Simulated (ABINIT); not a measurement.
Crystal: Pd.

```xyz
1
Lattice="0.0000 1.9465 1.9465 1.9465 0.0000 1.9465 1.9465 1.9465 0.0000" Properties=species:S:1:pos:R:3 pbc="T T T"
Pd    0.0000    0.0000    0.0000
```

Base run:

| Quantity | Value |
| --- | --- |
| Program | ABINIT 10.8.3 (patched build) |
| Functional | BLYP |
| Potentials or basis | PseudoDojo NC SR PBE v0.4.1 standard |
| Cutoff | 1116 eV |
| k mesh | 12 × 12 × 12 |
| Occupations | fermi-dirac, width 0.05 eV |
| Spin | no spin polarisation |

Its results: band gap on the k mesh none (metal or under the smearing width); pressure 18.1 GPa.

Problem. After a change of settings the same cell gave: band gap on the k mesh none (metal or under the smearing width); pressure 10.2 GPa. Which change was it?
A. functional from BLYP to LDA-PZ; potentials or basis from PseudoDojo NC SR PBE v0.4.1 standard to PseudoDojo NC SR LDA v0.4.1 standard
B. functional from BLYP to revPBE
C. functional from BLYP to HLE16; potentials or basis from PseudoDojo NC SR PBE v0.4.1 standard to JTH PAW PBE v2.0; cutoff from 1116 eV to 626 eV
D. functional from BLYP to LDA; potentials or basis from PseudoDojo NC SR PBE v0.4.1 standard to PseudoDojo NC SR LDA v0.4 stringent

Solution. B.

Caveats: the potentials were made for another functional, which shifts forces and pressure; so large a pressure means that the cell lies far from this level's equilibrium, or that cutoff or potentials fall short (some runs).
